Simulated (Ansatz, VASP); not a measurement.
Given: the input of a run of VASP 6.6.1 on WC (Qusongite).

The input INCAR:

```
SYSTEM = WC
PREC = Accurate
ENCUT = 630
EDIFF = 1E-6
ISMEAR = -1
SIGMA = 0.05
LREAL = .False.
LASPH = .True.
NELM = 100
ALGO = Normal
ISIF = 3
LWAVE = .False.
LCHARG = .False.
GGA = PE
IBRION = 2
NSW = 60
EDIFFG = -0.02
```

Contents of KPOINTS:

```
regular mesh
0
Gamma
  10 10 9
  0 0 0
```

File POSCAR:

```
WC
1.0
    2.9065000000      0.0000000000      0.0000000000
   -1.4532500000      2.5171028361      0.0000000000
    0.0000000000      0.0000000000      2.8366000000
W C
1 1
Direct
    0.0000000000      0.0000000000      0.0000000000
    0.6666666667      0.3333333333      0.5000000000
```

Potentials or basis: VASP PAW PBE potentials, release 64 (W_sv_GW, C_GW).

Run with:

```console
$ cat potpaw_PBE.64/W_sv_GW/POTCAR potpaw_PBE.64/C_GW/POTCAR > POTCAR
$ mpirun -np 1 vasp_std > vasp.out
```

Q: Set up the same calculation for Ansatz 0.2.0. Potentials there: Ansatz PAW.

A: As run (the cutoff follows the program's own potentials):

The input input.yaml:

```yaml
crystal:
  lattice:
    - [2.9065, 0.0, 0.0]
    - [-1.45325, 2.5171028361, 0.0]
    - [0.0, 0.0, 2.8366]
  atoms:
    - { symbol: W, position: [0.0, 0.0, 0.0] }
    - { symbol: C, position: [0.6666666667, 0.3333333333, 0.5] }
hamiltonian:
  xc: pbe
  pseudopotentials: { kind: paw }
kpoints:
  mp_grid: { grid: [10, 10, 9] }
scf:
  occupations: { method: fermi_dirac, width: 0.05 }
output:
  forces: true
  stress: true
relax:
  f_tol: 0.01
  max_steps: 40
  cell: { stress_tol: 0.05 }
```

Potentials or basis: Ansatz PAW.

Run with:

```bash
$ ansatz run input.yaml --threads 2 --pin off --max-ram 5632MiB --backend cpu --events-out ev --progress --plain --runs-dir out
```

Both were run:

|  | VASP | Ansatz | Ansatz less VASP |
| --- | --- | --- | --- |
| relaxed volume (Å³/atom) | 10.51 | 10.52 | +0.013 |
| relaxed cell length with the largest relative difference (Å) | 2.921 | 2.923 | +0.0013 |
| energy change over the relaxation (meV/atom) | -2 | -3 | -0.3 |

Caveats: the plane-wave basis is chosen anew once the cell has moved, so the energies of steps on either side of that aren't comparable (Ansatz); the pressure holds a Pulay correction of +0.3 GPa for the finite cutoff (Ansatz). The runs have no spin-orbit coupling, so splittings on W are missing. PBE usually gives volumes a little too large and moduli too small. Zero-point motion and thermal expansion aren't in these numbers.
